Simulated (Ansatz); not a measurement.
# ZnO (P6_3mc): the host for defect calculations, part 2 of 2

Aim: the runs on the perfect crystal ZnO (P6_3mc) that a defect calculation needs first.

Ansatz 0.2.0; plane-wave PAW DFT, PBEsol; relaxation of the host's cell and atoms; PAW set soft_1 (the session's first sound run).

So far. Step 3 (Dielectric tensors of the host): The principal values of the electronic dielectric tensor are 5.30, 5.30 and 5.34. The principal values of the static dielectric tensor are 10.07, 10.07 and 10.93.

### Step 4. Defect free supercell relaxed in its symmetry

This cell, the one that will hold the defects, is built from the relaxed host. Its coarser k-points can move the atoms a little, so it is relaxed from the symmetric sites, as the reference for the test of stability.

This step: plane-wave PAW DFT, PBEsol; relaxation of the defect-free supercell in its symmetry; PAW set soft_1 (Ansatz 0.2.0).

System of this step: ZnO (P6_3mc). The cell holds 72 atoms: 36 Zn and 36 O. Cell: a = 9.694 Å, b = 9.694 Å, c = 10.430 Å, α = 90.0°, β = 90.0°, γ = 120.0°.

Contents of pristine.symmetric/input.yaml:

```yaml
crystal:
  lattice:
    - [9.6936538659, 0.0, 0.0]
    - [-4.846826933, 8.3949505034, 0.0]
    - [0.0, 0.0, 10.4302284574]
  atoms:
    - { symbol: Zn, position: [0.2222222222, 0.1111111111, 0.250320658] }
    - { symbol: Zn, position: [0.1111111111, 0.2222222222, 0.000320658] }
    - { symbol: O, position: [0.2222222222, 0.1111111111, 0.439834342] }
    - { symbol: O, position: [0.1111111111, 0.2222222222, 0.189834342] }
    - { symbol: Zn, position: [0.2222222222, 0.1111111111, 0.750320658] }
    - { symbol: Zn, position: [0.1111111111, 0.2222222222, 0.500320658] }
    - { symbol: O, position: [0.2222222222, 0.1111111111, 0.939834342] }
    - { symbol: O, position: [0.1111111111, 0.2222222222, 0.689834342] }
    - { symbol: Zn, position: [0.2222222222, 0.4444444444, 0.250320658] }
    - { symbol: Zn, position: [0.1111111111, 0.5555555556, 0.000320658] }
    - { symbol: O, position: [0.2222222222, 0.4444444444, 0.439834342] }
    - { symbol: O, position: [0.1111111111, 0.5555555556, 0.189834342] }
    - { symbol: Zn, position: [0.2222222222, 0.4444444444, 0.750320658] }
    - { symbol: Zn, position: [0.1111111111, 0.5555555556, 0.500320658] }
    - { symbol: O, position: [0.2222222222, 0.4444444444, 0.939834342] }
    - { symbol: O, position: [0.1111111111, 0.5555555556, 0.689834342] }
    - { symbol: Zn, position: [0.2222222222, 0.7777777778, 0.250320658] }
    - { symbol: Zn, position: [0.1111111111, 0.8888888889, 0.000320658] }
    - { symbol: O, position: [0.2222222222, 0.7777777778, 0.439834342] }
    - { symbol: O, position: [0.1111111111, 0.8888888889, 0.189834342] }
    - { symbol: Zn, position: [0.2222222222, 0.7777777778, 0.750320658] }
    - { symbol: Zn, position: [0.1111111111, 0.8888888889, 0.500320658] }
    - { symbol: O, position: [0.2222222222, 0.7777777778, 0.939834342] }
    - { symbol: O, position: [0.1111111111, 0.8888888889, 0.689834342] }
    - { symbol: Zn, position: [0.5555555556, 0.1111111111, 0.250320658] }
    - { symbol: Zn, position: [0.4444444444, 0.2222222222, 0.000320658] }
    - { symbol: O, position: [0.5555555556, 0.1111111111, 0.439834342] }
    - { symbol: O, position: [0.4444444444, 0.2222222222, 0.189834342] }
    - { symbol: Zn, position: [0.5555555556, 0.1111111111, 0.750320658] }
    - { symbol: Zn, position: [0.4444444444, 0.2222222222, 0.500320658] }
    - { symbol: O, position: [0.5555555556, 0.1111111111, 0.939834342] }
    - { symbol: O, position: [0.4444444444, 0.2222222222, 0.689834342] }
    - { symbol: Zn, position: [0.5555555556, 0.4444444444, 0.250320658] }
    - { symbol: Zn, position: [0.4444444444, 0.5555555556, 0.000320658] }
    - { symbol: O, position: [0.5555555556, 0.4444444444, 0.439834342] }
    - { symbol: O, position: [0.4444444444, 0.5555555556, 0.189834342] }
    - { symbol: Zn, position: [0.5555555556, 0.4444444444, 0.750320658] }
    - { symbol: Zn, position: [0.4444444444, 0.5555555556, 0.500320658] }
    - { symbol: O, position: [0.5555555556, 0.4444444444, 0.939834342] }
    - { symbol: O, position: [0.4444444444, 0.5555555556, 0.689834342] }
    - { symbol: Zn, position: [0.5555555556, 0.7777777778, 0.250320658] }
    - { symbol: Zn, position: [0.4444444444, 0.8888888889, 0.000320658] }
    - { symbol: O, position: [0.5555555556, 0.7777777778, 0.439834342] }
    - { symbol: O, position: [0.4444444444, 0.8888888889, 0.189834342] }
    - { symbol: Zn, position: [0.5555555556, 0.7777777778, 0.750320658] }
    - { symbol: Zn, position: [0.4444444444, 0.8888888889, 0.500320658] }
    - { symbol: O, position: [0.5555555556, 0.7777777778, 0.939834342] }
    - { symbol: O, position: [0.4444444444, 0.8888888889, 0.689834342] }
    - { symbol: Zn, position: [0.8888888889, 0.1111111111, 0.250320658] }
    - { symbol: Zn, position: [0.7777777778, 0.2222222222, 0.000320658] }
    - { symbol: O, position: [0.8888888889, 0.1111111111, 0.439834342] }
    - { symbol: O, position: [0.7777777778, 0.2222222222, 0.189834342] }
    - { symbol: Zn, position: [0.8888888889, 0.1111111111, 0.750320658] }
    - { symbol: Zn, position: [0.7777777778, 0.2222222222, 0.500320658] }
    - { symbol: O, position: [0.8888888889, 0.1111111111, 0.939834342] }
    - { symbol: O, position: [0.7777777778, 0.2222222222, 0.689834342] }
    - { symbol: Zn, position: [0.8888888889, 0.4444444444, 0.250320658] }
    - { symbol: Zn, position: [0.7777777778, 0.5555555556, 0.000320658] }
    - { symbol: O, position: [0.8888888889, 0.4444444444, 0.439834342] }
    - { symbol: O, position: [0.7777777778, 0.5555555556, 0.189834342] }
    - { symbol: Zn, position: [0.8888888889, 0.4444444444, 0.750320658] }
    - { symbol: Zn, position: [0.7777777778, 0.5555555556, 0.500320658] }
    - { symbol: O, position: [0.8888888889, 0.4444444444, 0.939834342] }
    - { symbol: O, position: [0.7777777778, 0.5555555556, 0.689834342] }
    - { symbol: Zn, position: [0.8888888889, 0.7777777778, 0.250320658] }
    - { symbol: Zn, position: [0.7777777778, 0.8888888889, 0.000320658] }
    - { symbol: O, position: [0.8888888889, 0.7777777778, 0.439834342] }
    - { symbol: O, position: [0.7777777778, 0.8888888889, 0.189834342] }
    - { symbol: Zn, position: [0.8888888889, 0.7777777778, 0.750320658] }
    - { symbol: Zn, position: [0.7777777778, 0.8888888889, 0.500320658] }
    - { symbol: O, position: [0.8888888889, 0.7777777778, 0.939834342] }
    - { symbol: O, position: [0.7777777778, 0.8888888889, 0.689834342] }
basis:
  ecutwfc: 420
  xc_grid: 2
hamiltonian:
  xc: pbesol
  pseudopotentials: { kind: paw, azcp: { folder: soft_1 }, xc_functional: pbe }
kpoints:
  mp_grid: { grid: [1, 1, 1] }
scf:
  occupations: { method: fermi_dirac, width: 0.01 }
  max_iter: 100
  lower_state_search: "off"
output:
  forces: true
relax:
  f_tol: 0.015
  max_steps: 60
  escape_saddle: false
checkpoint:
  write: "../pristine.symmetric.run"
  compress: false
  write_wavefunctions: false
  write_every: 100000
```

Launch:

```sh
$ ansatz run input.yaml --threads 32 --pin off --max-ram 84787MiB --backend cuda --events-out ev --progress --plain --runs-dir out --max-vram 78GiB
```

Numbers of over 12 decimals in the logs are rounded to 6 here.

Output:

```text
[...]
device memory: the entry about to start is reckoned to put 3.3 GiB on a device that reports 182.5 GiB free (of which the cap on the GPU budget leaves the run 78.0 GiB)
GPU FFT provider: cuFFT
GPU libraries: cuBLAS 13.8.1, cuFFT 12.4.0, cuSOLVER 12.3.2
GPU matrix products: emulated (plane waves: as basis.precision tells), large ones in fixed point in workspaces of 1.00 GiB
Crystal: 72 atoms, lattice volume = 848.788 Å³
Basis set: ecut = 420 eV, 16571 PW (Γ), exchange–correlation on 144×144×144 points (8 copies of the dense FFT grid, shifted against one another)
Bands: 396, of which v1, the nominal top of the filled ones, is band 324 counted from 1 (323 counted from 0)
Symmetry: 216 space group operations
[...]
k-points: 1
[...]
GPU buffer pool allocated for 373248 grid points (all kernels)
GPU transforms: local potential and band sums: pruned to the plane-wave sphere, on 72×72×72
[...]
SCF iter   1: F=—  HF=-138330.881839 eV  |Δ(HF+E_count)|=         —  Δρ=1.10e-1  dr2=5.41e1  Hψ=1569
[...]
SCF iter   9: F=-138314.356983 eV  HF=-138314.356983 eV  |Δ(HF+E_count)|=   6.68e-6  Δρ=4.02e-6  dr2=1.56e-7  Hψ=1048
SCF 1 converged in 9 iterations: F = -138314.356983 eV  dr2 = 1.56e-7
[...]
relax step   1: F+E_penalty+E_count = -138314.35698307 eV  Δ(F+E_penalty+E_count) = +0.000e0 eV  max|allowed force component| = 1.715e-2 eV/Å  Δτ_max = 0.0000 Å  (9 SCF iters, dr2 threshold 5.63e-6 eV, accepted)
[...]
SCF iter   3: F=-138314.357254 eV  HF=-138314.357254 eV  |Δ(HF+E_count)|=   8.96e-7  Δρ=3.64e-6  dr2=6.41e-8  Hψ=1655
SCF 2 converged in 3 iterations: F = -138314.357254 eV  dr2 = 6.41e-8
relax step   2: F+E_penalty+E_count = -138314.35725375 eV  Δ(F+E_penalty+E_count) = -2.707e-4 eV  max|allowed force component| = 1.417e-2 eV/Å  Δτ_max = 0.0002 Å  (3 SCF iters, accepted)
SCF converged after 3 iterations
Free energy (F): -138314.357254 eV
[...]
Internal energy: -138314.357254 eV  (E = F + TS)
E sigma→0 (E₀):  -138314.357254 eV
Fermi energy:    7.559630 eV
[...]
--- Forces (eV/Å), atoms counted from 1 ---
  atom   1  Zn     0.00000000     0.00000000     0.01418419
  atom   2  Zn     0.00000000     0.00000000     0.01418419
  atom   3  O     -0.00000000    -0.00000000    -0.01416275
  atom   4  O     -0.00000000    -0.00000000    -0.01416275
  atom   5  Zn     0.00000000    -0.00000000     0.01418419
  atom   6  Zn     0.00000000     0.00000000     0.01418419
  [... 66 more lines of this table ...]
  max |Σ_I F_I| component: 7.72e-4 eV/Å
--- Relaxed structure (2 steps of the walk, 2 accepted, 0 SCFs on fresh bases) ---
  F+E_penalty+E_count = -138314.35725375 eV   max|allowed force component| = 1.417e-2 eV/Å
  atoms:
    - { symbol: Zn, position: [0.222222, 0.111111, 0.250344] }
    - { symbol: Zn, position: [0.111111, 0.222222, 0.000344] }
    - { symbol: O, position: [0.222222, 0.111111, 0.439811] }
    - { symbol: O, position: [0.111111, 0.222222, 0.189811] }
    - { symbol: Zn, position: [0.222222, 0.111111, 0.750344] }
    - { symbol: Zn, position: [0.111111, 0.222222, 0.500344] }
  [... 66 more lines of this table ...]
```

Wall time 1.6 s (1 × NVIDIA GB200 with 32 threads of Arm Neoverse V2, shared host); peak memory 1.1 GiB.

No atom moved by 0.005 Å in the relaxation.

### Step 5. Defect free supercell relaxed from displaced atoms

This step: plane-wave PAW DFT, PBEsol; relaxation of the defect-free supercell from random displacements, a test of the host's stability; PAW set soft_1 (Ansatz 0.2.0).

pristine.rattled/input.yaml, as its differences from pristine.symmetric/input.yaml of step 4:

```diff
@@ -94,6 +94,6 @@
   f_tol: 0.015
-  max_steps: 60
-  escape_saddle: false
+  max_steps: 120
+  random_displacement: { amplitude: 0.06, seed: 1228 }
 checkpoint:
-  write: "../pristine.symmetric.run"
+  write: "../pristine.rattled.run"
   compress: false
```

Output:

```text
[...]
Crystal: 72 atoms, lattice volume = 848.788 Å³
Basis set: ecut = 420 eV, 16571 PW (Γ), exchange–correlation on 144×144×144 points (8 copies of the dense FFT grid, shifted against one another)
Bands: 396, of which v1, the nominal top of the filled ones, is band 324 counted from 1 (323 counted from 0)
Symmetry: 1 space group operations
k-points: 1
[...]
SCF iter   1: F=—  HF=-138329.250814 eV  |Δ(HF+E_count)|=         —  Δρ=1.10e-1  dr2=5.38e1  Hψ=1568
[...]
SCF iter   2: F=—  HF=-138314.572362 eV  |Δ(HF+E_count)|=    1.47e1  Δρ=2.33e-2  dr2=3.50e0  Hψ=754
[...]
SCF iter  10: F=-138312.865552 eV  HF=-138312.865552 eV  |Δ(HF+E_count)|=   2.23e-6  Δρ=7.62e-6  dr2=4.90e-7  Hψ=1071
SCF 1 converged in 10 iterations: F = -138312.865552 eV  dr2 = 4.90e-7
[...]
relax step   1: F+E_penalty+E_count = -138312.86555188 eV  Δ(F+E_penalty+E_count) = +0.000e0 eV  max|allowed force component| = 1.285e0 eV/Å  Δτ_max = 0.0000 Å  (10 SCF iters, dr2 threshold 5.63e-6 eV, accepted)
[...]
relax step   2: F+E_penalty+E_count = -138313.71589407 eV  Δ(F+E_penalty+E_count) = -8.503e-1 eV  max|allowed force component| = 8.648e-1 eV/Å  Δτ_max = 0.0352 Å  (6 SCF iters, dr2 threshold 1.00e-4 eV, accepted)
relax step   3: F+E_penalty+E_count = -138314.35719360 eV  Δ(F+E_penalty+E_count) = -6.413e-1 eV  max|allowed force component| = 1.789e-2 eV/Å  Δτ_max = 0.0538 Å  (7 SCF iters, dr2 threshold 4.67e-5 eV, accepted)
relax step   4: F+E_penalty+E_count = -138314.35719655 eV  Δ(F+E_penalty+E_count) = -2.948e-6 eV  max|allowed force component| = 1.796e-2 eV/Å  Δτ_max = 0.0000 Å  (4 SCF iters, accepted)
[...]
SCF iter   1: F=—  HF=-138314.354954 eV  |Δ(HF+E_count)|=         —  Δρ=5.51e-4  dr2=1.02e-3  Hψ=877
[...]
SCF iter   6: F=-138314.357826 eV  HF=-138314.357826 eV  |Δ(HF+E_count)|=  4.95e-10  Δρ=4.04e-6  dr2=9.72e-8  Hψ=1336
SCF 5 converged in 6 iterations: F = -138314.357826 eV  dr2 = 9.72e-8
relax step   5: F+E_penalty+E_count = -138314.35782593 eV  Δ(F+E_penalty+E_count) = -6.294e-4 eV  max|allowed force component| = 5.435e-4 eV/Å  Δτ_max = 0.0069 Å  (6 SCF iters, accepted)
SCF converged after 6 iterations
Free energy (F): -138314.357826 eV
[...]
Internal energy: -138314.357826 eV  (E = F + TS)
E sigma→0 (E₀):  -138314.357826 eV
Fermi energy:    7.558973 eV
[...]
--- Forces (eV/Å), atoms counted from 1 ---
  atom   1  Zn     0.00001879     0.00008249     0.00010344
  atom   2  Zn     0.00001520     0.00028273     0.00012475
  atom   3  O      0.00016827     0.00012637    -0.00017181
  atom   4  O     -0.00002312     0.00023370    -0.00000403
  atom   5  Zn     0.00011034     0.00035275    -0.00025713
  atom   6  Zn    -0.00005269     0.00012181     0.00000687
  [... 66 more lines of this table ...]
  max |Σ_I F_I| component: 6.93e-5 eV/Å
--- Relaxed structure (5 steps of the walk, 5 accepted, 0 SCFs on fresh bases) ---
  F+E_penalty+E_count = -138314.35782593 eV   max|allowed force component| = 5.435e-4 eV/Å
  atoms:
    - { symbol: Zn, position: [0.223141, 0.110928, 0.250853] }
    - { symbol: Zn, position: [0.112015, 0.222040, 0.000858] }
    - { symbol: O, position: [0.223131, 0.110933, 0.440108] }
    - { symbol: O, position: [0.112024, 0.222035, 0.190112] }
    - { symbol: Zn, position: [0.223105, 0.110923, 0.750877] }
    - { symbol: Zn, position: [0.112029, 0.222046, 0.500862] }
  [... 66 more lines of this table ...]
```

Wall time 2.8 s (1 × NVIDIA GB200 with 32 threads); peak memory 1.2 GiB.

The steps of the relaxation:

| step | energy less that of the first step (eV) | largest force component (eV/Å) |
| --- | --- | --- |
| 1 | 0.0000 | 1.2851 |
| 2 | -0.8503 | 0.8648 |
| 3 | -1.4916 | 0.0179 |
| 4 | -1.4916 | 0.0180 |
| 5 | -1.4923 | 0.0005 |

The relaxation ends 21 meV an atom lower than the displaced start, with a largest force component of 5.4e-4 eV/Å.

### Step 6. Host on a dense mesh

This step: plane-wave PAW DFT, PBEsol; single point of the defect-free host, a test of the k-point sampling; PAW set soft_1 (Ansatz 0.2.0).

System of this step: ZnO (P6_3mc). Symmetry: P6_3mc, No. 186, hexagonal system. The conventional cell has a = 3.231 Å, b = 3.231 Å, c = 5.215 Å, α = 90.00°, β = 90.00°, γ = 120.00°. Nearest to Zn lie 4 O at 1.97 to 1.98 Å. O has 4 Zn at 1.97 to 1.98 Å nearest. Farther neighbours and most contacts between anions are not listed.

Contents of dense/input.yaml:

```yaml
crystal:
  lattice:
    - [3.2312179553, 0.0, 0.0]
    - [-1.6156089777, 2.7983168345, 0.0]
    - [0.0, 0.0, 5.2151142287]
  atoms:
    - { symbol: Zn, position: [0.6666666667, 0.3333333333, 0.5006413159] }
    - { symbol: Zn, position: [0.3333333333, 0.6666666667, 0.0006413159] }
    - { symbol: O, position: [0.6666666667, 0.3333333333, 0.8796686841] }
    - { symbol: O, position: [0.3333333333, 0.6666666667, 0.3796686841] }
basis:
  ecutwfc: 420
  xc_grid: 2
hamiltonian:
  xc: pbesol
  pseudopotentials: { kind: paw, azcp: { folder: soft_1 }, xc_functional: pbe }
kpoints:
  mp_grid: { grid: [10, 10, 6] }
scf:
  occupations: { method: fermi_dirac, width: 0.01 }
  max_iter: 100
  lower_state_search: "off"
checkpoint:
  write: "../dense.run"
  compress: false
  write_wavefunctions: false
  write_every: 100000
```

Output:

```text
[...]
GPU FFT provider: cuFFT
GPU libraries: cuBLAS 13.8.1, cuFFT 12.4.0, cuSOLVER 12.3.2
[...]
Crystal: 4 atoms, lattice volume = 47.155 Å³
Basis set: ecut = 420 eV, 941 PW (Γ), exchange–correlation on 48×48×72 points (8 copies of the dense FFT grid, shifted against one another)
Bands: 22, of which v1, the nominal top of the filled ones, is band 18 counted from 1 (17 counted from 0)
Symmetry: 12 space group operations
[...]
k-points: 56 of 600 (time reversal used)
[...]
GPU buffer pool allocated for 20736 grid points (all kernels)
[...]
SCF iter   1: F=—  HF=-7685.182068 eV  |Δ(HF+E_count)|=         —  Δρ=1.10e-1  dr2=3.02e0  Hψ=5994
[...]
SCF iter   9: F=-7684.262004 eV  HF=-7684.262004 eV  |Δ(HF+E_count)|=   2.73e-7  Δρ=3.82e-6  dr2=8.23e-9  Hψ=2568
SCF 1 converged in 9 iterations: F = -7684.262004 eV  dr2 = 8.23e-9
[...]
SCF converged after 9 iterations
Free energy (F): -7684.262004 eV
[...]
Internal energy: -7684.262004 eV  (E = F + TS)
E sigma→0 (E₀):  -7684.262004 eV
Fermi energy:    7.520746 eV
[...]
```

It took 1.2 s on 1 × NVIDIA GB200 with 32 threads; peak memory 0.95 GiB.

### Step 7. Defect free supercell at the zone centre

The supercell is run at the zone centre, to see how far that sampling misses the dense mesh.

System of this step: ZnO (P6_3mc). The cell holds 72 atoms: 36 Zn and 36 O. Its edges and angles: a = 9.694 Å, b = 9.694 Å, c = 10.430 Å, α = 90.0°, β = 90.0°, γ = 120.0°.

pristine.sampling_gamma/input.yaml, as its differences from pristine.rattled/input.yaml of step 5:

```diff
@@ -90,10 +90,4 @@
   lower_state_search: "off"
-output:
-  forces: true
-relax:
-  f_tol: 0.015
-  max_steps: 120
-  random_displacement: { amplitude: 0.06, seed: 1228 }
 checkpoint:
-  write: "../pristine.rattled.run"
+  write: "../pristine.sampling_gamma.run"
   compress: false
```

Output:

```text
[...]
GPU FFT provider: cuFFT
GPU libraries: cuBLAS 13.8.1, cuFFT 12.4.0, cuSOLVER 12.3.2
[...]
Crystal: 72 atoms, lattice volume = 848.788 Å³
Basis set: ecut = 420 eV, 16571 PW (Γ), exchange–correlation on 144×144×144 points (8 copies of the dense FFT grid, shifted against one another)
Bands: 396, of which v1, the nominal top of the filled ones, is band 324 counted from 1 (323 counted from 0)
Symmetry: 216 space group operations
[...]
k-points: 1
[...]
GPU buffer pool allocated for 373248 grid points (all kernels)
[...]
SCF iter   1: F=—  HF=-138330.881811 eV  |Δ(HF+E_count)|=         —  Δρ=1.10e-1  dr2=5.41e1  Hψ=1569
[...]
SCF iter   5: F=—  HF=-138314.348257 eV  |Δ(HF+E_count)|=   1.32e-1  Δρ=1.75e-3  dr2=3.62e-2  Hψ=643
automatic band count: iteration 5 solves 375 bands in place of 396: the levels show a gap, and the empty bands left out lie too high to hold charge; the band table lists the bands solved (type scf.n_extra_bands for more)
SCF iter   6: F=—  HF=-138314.352042 eV  |Δ(HF+E_count)|=   3.78e-3  Δρ=7.40e-4  dr2=3.31e-3  Hψ=657
[...]
SCF iter  10: F=-138314.356983 eV  HF=-138314.356983 eV  |Δ(HF+E_count)|=   1.38e-7  Δρ=9.96e-7  dr2=7.12e-9  Hψ=703
SCF 1 converged in 10 iterations: F = -138314.356983 eV  dr2 = 7.12e-9
[...]
SCF converged after 10 iterations
Free energy (F): -138314.356983 eV
[...]
Internal energy: -138314.356983 eV  (E = F + TS)
E sigma→0 (E₀):  -138314.356983 eV
Fermi energy:    7.559743 eV
[...]
```

Run time: 1.3 s. Hardware: 1 × NVIDIA GB200 with 32 threads; peak memory 1 GiB.

### Step 8. Defect free supercell at the quarter point

The supercell is run at one point off the zone centre, to see how far that sampling misses the dense mesh.

pristine.sampling_quarter/input.yaml, as its differences from pristine.sampling_gamma/input.yaml of step 7:

```diff
@@ -85,3 +85,3 @@
 kpoints:
-  mp_grid: { grid: [1, 1, 1] }
+  mp_grid: { grid: [1, 1, 1], shift: [0.25, 0.25, 0.25] }
 scf:
@@ -91,3 +91,3 @@
 checkpoint:
-  write: "../pristine.sampling_gamma.run"
+  write: "../pristine.sampling_quarter.run"
   compress: false
```

Output:

```text
[...]
GPU FFT provider: cuFFT
GPU libraries: cuBLAS 13.8.1, cuFFT 12.4.0, cuSOLVER 12.3.2
[...]
Crystal: 72 atoms, lattice volume = 848.788 Å³
Basis set: ecut = 420 eV, 16571 PW (Γ), exchange–correlation on 144×144×144 points (8 copies of the dense FFT grid, shifted against one another)
Bands: 396, of which v1, the nominal top of the filled ones, is band 324 counted from 1 (323 counted from 0)
Symmetry: 36 space group operations
k-points: 1
[...]
GPU buffer pool allocated for 373248 grid points (all kernels)
[...]
SCF iter   1: F=—  HF=-138334.008779 eV  |Δ(HF+E_count)|=         —  Δρ=1.10e-1  dr2=5.47e1  Hψ=1687
[...]
SCF iter  10: F=-138317.349004 eV  HF=-138317.349004 eV  |Δ(HF+E_count)|=   9.35e-8  Δρ=7.11e-7  dr2=4.81e-9  Hψ=703
SCF 1 converged in 10 iterations: F = -138317.349004 eV  dr2 = 4.81e-9
[...]
SCF converged after 10 iterations
Free energy (F): -138317.349004 eV
[...]
Internal energy: -138317.349004 eV  (E = F + TS)
E sigma→0 (E₀):  -138317.349004 eV
Fermi energy:    8.121084 eV
[...]
```

Elapsed: 1.3 s, on 1 × NVIDIA GB200 with 32 threads; peak memory 1.3 GiB.

### Step 9. What came out

* primitive cell vectors, lengths: 3.231, 3.231, 5.215 Å
* electronic dielectric constant: principal values (5.30, 5.30, 5.34)
* static dielectric constant: principal values (10.07, 10.07, 10.93)
* gap on the k-mesh of the response run (PBEsol): 0.70 eV
* supercell relaxed in its symmetry less the displaced and relaxed one: 0.001 eV
* energy an atom at the zone centre alone less that on the dense mesh: 0.033 eV
* energy an atom at one point at (¼, ¼, ¼) less that on the dense mesh: -0.009 eV

**Reading.** Step 5: The energy fell by 1.492 eV from the randomly displaced start; the atoms end within 0.005 Å of the sites as typed, once the mean shift is taken out. The displaced cell ends within 0.01 eV of the symmetric one relaxed in its symmetry, so no lower structure shows in this supercell. The k-mesh can miss the band edges, so this gap is an upper bound at this level. All at zero temperature.

[Logs are printed without paths, hosts, clocks, repeated set-up lines and the standing remarks that a program may print on its own settings, such as how far it seeks lower states.]

[Hosts, paths, dates, database ids (printed as entryN), source tags and the programs' standing remarks are cut or masked in the printed files.]

[Runs of the host that timed out are not shown.]

[For some hosts the program warned that the k-mesh of the response run may be too coarse for force constants and the static dielectric constant; such warnings are not always shown.]

[The program warned that the k-mesh of a response run behind this text may be too coarse: force constants, and the static dielectric constant and all else formed from them, are not shown converged.]
